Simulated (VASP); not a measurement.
Consider the following.

```xyz
2
Lattice="0.0000 3.0187 3.0187 3.0187 0.0000 3.0187 3.0187 3.0187 0.0000" Properties=species:S:1:pos:R:3 pbc="T T T"
Na     0.0000     0.0000     0.0000
Br     3.0187     3.0187     3.0187
```

The numbers are results of PBE GGA, VASP's PBE PAW potentials (set 64) (plane waves; VASP), not measurements. Run with 520 eV cut-off, Gaussian smearing of 0.050 eV, potentials Na_pv Br.

Task: Give the energies of bands 5 to 10 at the high-symmetry points, in eV from the valence-band maximum.

Result: 
| band | Γ | X | U | L | W |
|---|---|---|---|---|---|
| 5 | 0.00 | -1.69 | -1.44 | -1.95 | -1.23 |
| 6 | 0.00 | -0.63 | -1.16 | -0.26 | -1.23 |
| 7 | 0.00 | -0.63 | -0.51 | -0.26 | -0.79 |
| 8 | 4.06 | 6.08 | 6.83 | 6.14 | 7.40 |
| 9 | 9.81 | 7.04 | 7.98 | 9.44 | 8.73 |
| 10 | 9.81 | 10.48 | 9.65 | 9.44 | 8.73 |

The gap is direct, 4.06 eV, from the valence maximum at Γ to the conduction minimum at Γ.

Measured: gap 7.10 eV (computed value off by -3.04 eV), as given by Aguado et al., (1998), arXiv:cond-mat/9809176.

The compound is NaBr in the rock salt structure. It was relaxed first.
